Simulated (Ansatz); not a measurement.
Born–Oppenheimer molecular dynamics of a periodic cell of 16 atoms, Li (start crystal Li, start structure bcc, volume 1.05 times the crystal's). It goes on from the last frame of an earlier run, with new velocities.

Computed with Ansatz 0.2.0, DFT PBE, scalar-relativistic, plane waves, PAW. Settings: accuracy low, cutoff 420 eV, k mesh 2x2x2, fermi-dirac smearing 0.11 eV, no spin polarisation.

```
ensemble        : NVT, Nosé–Hoover chain
time step       : 1 fs
steps asked     : 200
set temperature : 910 K
thermostat      : time constant 5 fs, chain length 1
seed            : 566109
```

First frame:

```xyz
16
Lattice="7.0944 0.0000 0.0000 0.0000 7.0944 0.0000 0.0000 0.0000 7.0944" Properties=species:S:1:pos:R:3
Li 0.294 0.755 -0.051
Li 4.520 1.231 -0.099
Li 0.522 4.632 -0.144
Li 0.188 -0.251 3.572
Li 1.918 2.290 1.329
Li 3.644 3.616 0.066
Li 3.400 0.770 2.547
Li 5.874 1.470 1.815
Li 0.396 3.519 3.004
Li 1.992 5.337 2.269
Li 2.092 1.974 4.785
Li 4.588 3.874 3.987
Li 4.985 6.144 1.499
Li 5.530 1.891 4.868
Li 2.695 4.942 5.506
Li 4.897 6.021 5.690
```

What does the run give?

All steps were run.

```yaml
steps_done: 200
time_covered: 200 fs
mean_temperature_over_the_second_half: 905 K
spread_of_the_potential_energy_over_the_second_half: 10.2 meV per atom
mean_potential_energy_of_the_second_half_above_the_start: -48.3 meV per atom
```

The conserved energy stayed within 0.069 meV per atom of its start (net change -0.049 meV per atom), so the integration is sound. A run of 0.2 ps of so small a system gives no equilibrium averages. Limits of this set-up: coarse k mesh, low accuracy level.

What happens to the structure?

Mean squared displacements from the first frame to the last, about the centre of mass: Li 2.40 Å². This is one draw of velocities; another would differ in detail.

How do temperature and energy run in time?


```
time (fs)  T (K)  potential energy less start (eV)  conserved less start (meV/atom)
      0.0    910                             0.000                             0.00
      6.0    887                             0.116                            -0.01
     12.0    993                             0.042                            -0.03
     18.0    918                            -0.057                            -0.04
     24.0    818                            -0.117                            -0.04
     30.0    902                            -0.136                            -0.04
     36.0    983                            -0.093                            -0.04
     42.0    882                            -0.012                            -0.03
     48.0    871                             0.001                            -0.03
     54.0    988                            -0.087                            -0.04
     60.0    931                            -0.191                            -0.05
     66.0    814                            -0.240                            -0.05
     72.0    894                            -0.259                            -0.04
     78.0   1015                            -0.277                            -0.03
     84.0    912                            -0.344                            -0.03
     90.0    850                            -0.501                            -0.04
     96.0    940                            -0.708                            -0.05
    102.0    940                            -0.869                            -0.06
    108.0    840                            -0.935                            -0.06
    114.0    868                            -0.936                            -0.06
    120.0    969                            -0.879                            -0.06
    126.0    920                            -0.777                            -0.05
    132.0    871                            -0.735                            -0.04
    138.0    958                            -0.817                            -0.05
    144.0    948                            -0.935                            -0.06
    150.0    828                            -0.979                            -0.07
    156.0    859                            -0.950                            -0.06
    162.0    985                            -0.862                            -0.06
    168.0    926                            -0.730                            -0.05
    174.0    835                            -0.614                            -0.04
    180.0    930                            -0.548                            -0.04
    186.0   1002                            -0.524                            -0.04
    192.0    868                            -0.516                            -0.05
    198.0    833                            -0.511                            -0.05
```

Time of the run: 8.4 min on 1 thread of Arm Neoverse V2, with other jobs on the host, peak memory 0.5 GiB.
